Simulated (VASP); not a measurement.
Crystal: CoO.

```
Co O
1.0
     3.19765    0.00000    0.00000
    -1.59882    2.76924    0.00000
     0.00000    0.00000    5.22871
Co O
2 2
Direct
  0.33333 0.66667 0.50336
  0.00000 0.00000 0.00347
  0.33333 0.66667 0.87156
  0.00000 0.00000 0.37161
```

Measurements of this composition are mostly on another form, of space group No. 225.

```yaml
Program: VASP 6.6.1
Task: single point
Functional: PBE
Potentials_or_basis: VASP PAW PBE potentials, release 64 (Co, O)
Cutoff: 900 eV
k_mesh: 12 × 12 × 7
Occupations: gaussian, width 0.02 eV
Spin: collinear spin, ferromagnetic start
Starting_moments: "[2.0, 2.0, 0.0, 0.0] μB"
```

On this cell: pressure 2.0 GPa; largest force 0.309 eV/Å; net moment 5.94 μB per cell; site moments Co +2.52; O +0.32 μB; band gap on the k mesh none (metal or under the smearing width).

The same run follows on a disturbed copy (grid = ENCUT=900 k=12x12x7 ISMEAR=0 SIGMA=0.02 PREC=Accurate EDIFF=1e-08 LREAL=False ADDGRID=False LASPH=True; atoms moved at random, drawn with an rms of 0.1 Å):

```
Co O
1.0
     3.19765    0.00000    0.00000
    -1.59882    2.76924    0.00000
     0.00000    0.00000    5.22871
Co O
2 2
Direct
  0.33650 0.63810 0.50040
  0.04812 0.01615 0.99857
  0.30626 0.64528 0.86724
  0.05417 0.01122 0.38679
```

Problem. What does the disturbed cell give?

Solution. The energy (extrapolated to zero smearing) moves by +50.1 meV/atom; pressure 2.8 GPa; largest force 1.310 eV/Å; net moment 5.70 μB per cell; site moments Co +2.45, +2.43; O +0.31, +0.30 μB; band gap on the k mesh none (metal or under the smearing width).

Forces on the atoms (eV/Å):
```
Co   0.439  0.846 -0.039
Co  -0.583 -0.313  0.521
O    0.648  0.371  0.322
O   -0.504 -0.903 -0.804
```

Stress tensor (GPa, compression positive):
```
-1.73 -5.47 -0.48
-5.47  7.86  1.14
-0.48  1.14  2.27
```

Caveats: semilocal functionals often make such compounds metallic where correlation or magnetic order opens a gap, which also shifts bond lengths.
